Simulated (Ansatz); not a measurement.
Trial structure of PbSe, not yet relaxed:

```cif
data_structure
_symmetry_space_group_name_H-M 'P 1'
_symmetry_Int_Tables_number 1
_cell_length_a 3.7677
_cell_length_b 3.7677
_cell_length_c 7.0728
_cell_angle_alpha 90.000
_cell_angle_beta 90.000
_cell_angle_gamma 120.000
_cell_volume 86.95
loop_
_atom_site_label
_atom_site_type_symbol
_atom_site_fract_x
_atom_site_fract_y
_atom_site_fract_z
_atom_site_occupancy
Pb1 Pb 0.66667 0.33333 0.75000 1
Pb2 Pb 0.33333 0.66667 0.25000 1
Se1 Se 0.00000 0.00000 0.00000 1
Se2 Se 0.00000 0.00000 0.50000 1
```

The calculation used Ansatz 0.2.0, DFT PBE, scalar-relativistic, plane waves, PAW. Cutoff 420 eV; k points 6×6×4 on the computed 4-atom cell (Γ-centred); Gaussian smearing, width 0.10 eV; no spin polarisation.

The zero of energy is the elements' standard structures at the same level; no fitted shifts are applied.

Question: How far from equilibrium is it?

Answer: The pressure is 28.9 GPa (the mean over three directions, positive in compression), the largest force is 0.00 eV/Å (symmetry fixes the atoms), and the energy is +0.08 eV/atom against the elements. The shortest distance is 2.80 Å.

Question: Is it a good guess?

Answer: A rough one: relaxing gains about 0.56 eV/atom in 10 ionic steps and ends at −0.481 eV/atom on the finer mesh. The symmetry stays P6_3/mmc (No. 194). The end has the anti-nickel arsenide type. The volume per atom grows by 38.9 %, from 21.7 to 30.2 Å³. The shortest distance goes from 2.80 Å (Pb–Se) to 3.12 Å (Pb–Se). Conventional cell: a = 4.270 Å, c = 7.646 Å. Pb has 6 Se at 3.12 Å; Se is surrounded by 6 Pb at 3.12 Å.

The last run used a 9×9×6 mesh (in the run's order of axes) for its 4-atom cell and Gaussian smearing of 0.01 eV. Spin–orbit coupling, which can matter for Pb, is left out. The reference form of Se is held partly by dispersion forces, which this level lacks. The relaxation can't lower the symmetry of the start, and the grade says only how near the guess is to its own end. A later test with randomly moved atoms led to a structure 7 meV/atom lower, so this end is a saddle point or a shallow minimum.
